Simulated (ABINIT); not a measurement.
**TiAl in ABINIT: the effect of functional**

Crystal: TiAl.

```
CELL_PARAMETERS angstrom
3.17906 0.00000 0.00000
0.00000 3.17906 0.00000
0.00000 0.00000 3.17906
ATOMIC_POSITIONS crystal
Ti 0.00000 0.00000 0.00000
Al 0.50000 0.50000 0.50000
```

The cell comes from a database or a generator and needn't be the stable form of this composition.

Alike in all runs:

* Program: ABINIT 10.8.3 (patched build)
* Task: equation of state
* k mesh: 8 × 8 × 8
* Occupations: fermi-dirac, width 0.05 eV
* Spin: no spin polarisation

```csv
functional,potentials or basis,cutoff,V0 of scaled cells (Å³/atom),B0 (GPa)
LDA,JTH PAW LDA v2.0,408 eV,?,?
PBEsol,JTH PAW PBE v2.0,408 eV,15.79,119
r2SCAN,JTH PAW PBE v2.0,490 eV,16.10,119
```

Problem. What does the run with functional LDA give?

Solution. V0 of scaled cells 15.29 Å³/atom; B0 125 GPa.

Caveats: pressures at fixed basis lie under the slope of the energies; the PAW data sets were made with another functional, which shifts forces and pressure a little (some runs).
